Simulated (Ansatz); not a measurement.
The system is Au.

```xyz
2
Lattice="2.9000 0.0000 0.0000 -1.4500 2.5115 0.0000 0.0000 0.0000 4.8800" Properties=species:S:1:pos:R:3 pbc="T T T"
Au    1.4500    0.8372    1.2200
Au    0.0000    1.6743    3.6600
```

This isn't the form of Au at room conditions, which is fcc.

- Program: Ansatz 0.2.0
- Task: relaxation of cell and atoms
- Functional: PBEsol
- Potentials or basis: all-electron LAPW, scalar-relativistic
- Basis error allowed: 0.001 eV/atom
- k mesh: 11 × 11 × 6
- Occupations: fermi-dirac, width 0.05 eV
- Spin: no spin polarisation

At the start: volume 17.77 Å³/atom.

Problem. How do energy, volume and symmetry change on relaxing?

Solution. Over 6 steps the energy falls by 16.1 meV/atom and the volume is 17.02 Å³/atom (-4.2 %); space group P6_3/mmc (No. 194, to 0.05 Å).

The path:
| step | energy change (eV) | largest force (eV/Å) | volume (Å³) |
| --- | --- | --- | --- |
| 1 | 0.0000 | 0.0000 | 35.54 |
| 2 | -0.0307 | 0.0000 | 34.33 |
| 3 | -0.0321 | 0.0000 | 34.01 |
| 4 | -0.0321 | 0.0000 | 34.04 |
| 5 | -0.0321 | 0.0000 | 34.04 |
| 6 | -0.0321 | 0.0000 | 34.04 |

Final structure:
```
Au
1.0
     2.86879    0.00000    0.00000
    -1.43440    2.48445    0.00000
     0.00000    0.00000    4.77663
Au
2
Direct
  0.66667 0.33333 0.25000
  0.33333 0.66667 0.75000
```
